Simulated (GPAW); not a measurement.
**Zr: band structure with r2SCAN**

Zr:

```
CELL_PARAMETERS angstrom
3.23200 0.00000 0.00000
-1.61600 2.79899 0.00000
0.00000 0.00000 5.14700
ATOMIC_POSITIONS crystal
Zr 0.66667 0.33333 0.75000
Zr 0.33333 0.66667 0.25000
```

```
Program             : GPAW 26.7.0
Task                : band structure
Functional          : r2SCAN
Potentials or basis : GPAW PAW data sets (gpaw-data 1.2.1)
Cutoff              : 600 eV
Basis               : pw
k mesh              : 9 × 9 × 5
Occupations         : fermi-dirac, width 0.05 eV
Spin                : no spin polarisation
Maxiter             : 150
Band path           : GMKGALHA,LM,KH
Band points         : 80
```

The pressure is 0.7 GPa and the band gap along the path is none (metal or under the smearing width).

Stress tensor (GPa, compression positive):
```
0.65 0.00 0.00
0.00 0.65 0.00
0.00 0.00 0.78
```

Levels at the corners of the path, in eV from the Fermi level:
```csv
point,band 8,band 9,band 10,band 11,band 12,band 13,band 14,band 15,band 16,band 17
Γ,-27.37,-6.01,-3.22,0.95,0.95,1.03,1.11,1.69,1.69,2.36
M,-27.48,-2.72,-2.66,-2.28,-0.38,0.66,0.83,1.56,5.14,5.55
K,-27.77,-2.21,-1.52,-1.52,-1.26,0.31,0.31,1.96,4.50,4.50
Γ,-27.37,-6.01,-3.22,0.95,0.95,1.03,1.11,1.69,1.69,2.36
A,-27.44,-4.21,-4.21,0.00,0.00,0.86,0.86,0.86,0.86,4.21
L,-27.61,-3.02,-3.02,-1.12,-1.12,1.58,1.58,2.39,2.39,5.38
H,-27.54,-1.47,-1.47,-1.40,-1.40,-0.15,-0.15,2.23,2.23,4.59
A,-27.44,-4.21,-4.21,0.00,0.00,0.86,0.86,0.86,0.86,4.21
L,-27.61,-3.02,-3.02,-1.12,-1.12,1.58,1.58,2.39,2.39,5.38
M,-27.48,-2.72,-2.66,-2.28,-0.38,0.66,0.83,1.56,5.14,5.55
K,-27.77,-2.21,-1.52,-1.52,-1.26,0.31,0.31,1.96,4.50,4.50
H,-27.54,-1.47,-1.47,-1.40,-1.40,-0.15,-0.15,2.23,2.23,4.59
```

Run time: 2.9 min on 1 thread of Arm Neoverse V1, on a shared host, peak memory 0.39 GiB.

Caveat: the PAW data sets were made with another functional, which shifts forces and pressure a little.
